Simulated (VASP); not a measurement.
Set up this calculation in VASP 6.6.1, as the native input.

```
Task                   : relaxation of shape and atoms at fixed volume
Functional             : PBE
Potentials or basis    : VASP PAW PBE potentials, release 64 (Si)
Cutoff                 : 600 eV
k mesh                 : 18 × 18 × 8
Occupations            : methfessel-paxton, width 0.1 eV
Spin                   : no spin polarisation
Further INCAR settings : ALGO = Normal; EDIFF = 1e-07; IBRION = 2; EDIFFG = -0.01; NSW = 40; ISIF = 4
```

The structure of Si lies in POSCAR:

```
Si                                      
1.0
    2.7275231730      0.0000000000      0.0000000000
   -1.3637615865      2.3621043572      0.0000000000
    0.0000000000      0.0000000000      4.6225953828
  Si            
     2
Direct
     0.3333333300000021    0.6666666699999979    0.2500000000000000
     0.6666666699999979    0.3333333300000021    0.7500000000000000
```

This isn't the form of Si at room conditions, which is diamond.

The cell isn't the ideal one: a relaxed cell with its volume scaled by 1.04.

The input as run:

INCAR

```
SYSTEM = Si
ALGO = Normal ; EDIFF = 1E-7
EDIFFG = -0.01 ; ENCUT = 600
GGA = PE ; IBRION = 2
ISIF = 4 ; ISMEAR = 1
LASPH = .True. ; LCHARG = .False.
LREAL = .False. ; LWAVE = .False.
NELM = 80 ; NSW = 40
PREC = Accurate ; SIGMA = 0.1
```

KPOINTS

```
k-points
0
Gamma
  18 18 8
  0 0 0
```

Potentials or basis: VASP PAW PBE potentials, release 64 (Si).

Command:

```console
$ cat potpaw_PBE.64/Si/POTCAR > POTCAR
$ mpirun -np 1 vasp_std > vasp.out
```

It gave:

```
Pressure after relaxing : -3.1 GPa
Band gap on the k mesh  : none (metal or under the smearing width)
```

Caveat: the relaxation stopped at its first step, so nothing moved.

Wall time 31 s on 1 thread of Intel(R) Xeon(R) Platinum 8259CL CPU @ 2.50GHz (Skylake/Cascade Lake) (shared host), peak memory 0.18 GiB.
